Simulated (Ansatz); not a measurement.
Input of an Ansatz 0.2.0 run:

input.yaml

```yaml
crystal:
  lattice:
    - [-1.6749232544, 1.6749232544, 5.7401081759]
    - [1.6749232544, -1.6749232544, 5.7401081759]
    - [1.6749232544, 1.6749232544, -5.7401081759]
  atoms:
    - { symbol: Nb, position: [0.2498808, 0.7498808, 0.5] }
    - { symbol: Nb, position: [0.4998808, 0.4998808, 0.0] }
    - { symbol: P, position: [0.83274777, 0.33274777, 0.5] }
    - { symbol: P, position: [0.08274777, 0.08274777, 0.0] }
kpoints:
  mp_grid: { grid: [11, 11, 11] }
scf:
  occupations: { method: fermi_dirac, width: 0.05 }
hamiltonian:
  xc: pbesol
  pseudopotentials: { kind: all_electron, lapw: { basis_error: 0.002 } }
output:
  forces: true
  stress: true
relax:
  f_tol: 0.005
  max_steps: 60
  cell: { p_target: 30 }
```

Potentials or basis: all-electron LAPW, scalar-relativistic.

Command:

```console
$ ansatz run input.yaml --threads 2 --pin off --max-ram 8192MiB --backend cpu --events-out ev --progress --plain --runs-dir out
```

Question: Estimate the relaxed volume.

Answer: 13.83 Å³/atom.

Question: Estimate the space group after relaxing (to 0.05 Å).

Answer: I4_1md (No. 109).

Question: What does it give for the relaxed cell?

Answer: a = 5.804 Å, b = 5.804 Å, c = 5.804 Å, α = 147.80°, β = 147.80°, γ = 46.19°.

The path:
```csv
step,energy change (eV),largest force (eV/Å),volume (Å³)
1,0.0000,0.0171,64.41
2,0.4158,0.0637,56.13
3,0.5921,0.0467,55.09
4,0.5407,0.0094,55.33
5,0.5418,0.0006,55.32
6,0.5418,0.0006,55.32
```
